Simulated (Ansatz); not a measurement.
Set up this calculation in Ansatz 0.2.0, as the native input.

```
Task                                : band structure
Functional                          : PBEsol
Potentials or basis                 : Ansatz PAW
Cutoff                              : 420 eV (not typed: the program's choice for these potentials)
k mesh                              : 6 × 6 × 3
Occupations                         : fermi-dirac, width 0.05 eV
Spin                                : spin-orbit coupling, no magnetisation
Path                                : [["G", "M", "K", "G", "A", "L", "H", "A"], ["L", "M"], ["K", "H"]]
Points for each segment of the path : 14
```

The system is TiTe2.

```
CELL_PARAMETERS angstrom
3.77700 0.00000 0.00000
-1.88850 3.27098 0.00000
0.00000 0.00000 6.49800
ATOMIC_POSITIONS crystal
Te 0.33333 0.66667 0.73720
Te 0.66667 0.33333 0.26280
Ti 0.00000 0.00000 0.00000
```

The input as run:

input.yaml

```yaml
crystal:
  lattice:
    - [3.777, 0.0, 0.0]
    - [-1.8885, 3.2709779501, 0.0]
    - [0.0, 0.0, 6.498]
  atoms:
    - { symbol: Te, position: [0.3333333333, 0.6666666667, 0.7372] }
    - { symbol: Te, position: [0.6666666667, 0.3333333333, 0.2628] }
    - { symbol: Ti, position: [0.0, 0.0, 0.0] }
hamiltonian:
  xc: pbesol
  pseudopotentials: { kind: paw_fr }
magnetization:
  noncollinear: true
  spin_orbit: true
kpoints:
  mp_grid: { grid: [6, 6, 3] }
  band_path:
    path:
      - [[0.0, 0.0, 0.0], [0.5, 0.0, 0.0], [0.3333333333, 0.3333333333, 0.0], [0.0, 0.0, 0.0], [0.0, 0.0, 0.5], [0.5, 0.0, 0.5], [0.3333333333, 0.3333333333, 0.5], [0.0, 0.0, 0.5]]
      - [[0.5, 0.0, 0.5], [0.5, 0.0, 0.0]]
      - [[0.3333333333, 0.3333333333, 0.0], [0.3333333333, 0.3333333333, 0.5]]
    npoints: 14
scf:
  occupations: { method: fermi_dirac, width: 0.05 }
  n_extra_bands: 7
output:
  forces: true
  stress: true
  eigenvalues: true
  fatbands: true
  write_density: true
  write_potential: true
  elf: true
  volumetric_format: npy
```

Potentials or basis: Ansatz PAW.

Run with:

```sh
$ ansatz run input.yaml --threads 2 --pin off --max-ram 5632MiB --backend cpu --events-out ev --progress --plain --runs-dir out
```

Results of the run:

```
Pressure               : -2.3 GPa
Largest force          : 0.174 eV/Å
Band gap on the k mesh : none (metal or under the smearing width)
```

Caveat: this functional lacks dispersion, which binds the layers, so the pressure and a relaxed spacing across them are unreliable; the PAW data sets come from PBE, with cores solved anew for the run's functional, which leaves a small shift of forces and pressure.

Wall time 39 s on 2 threads of AMD EPYC 9R14 (Zen 4), on a shared host, peak memory 0.92 GiB.
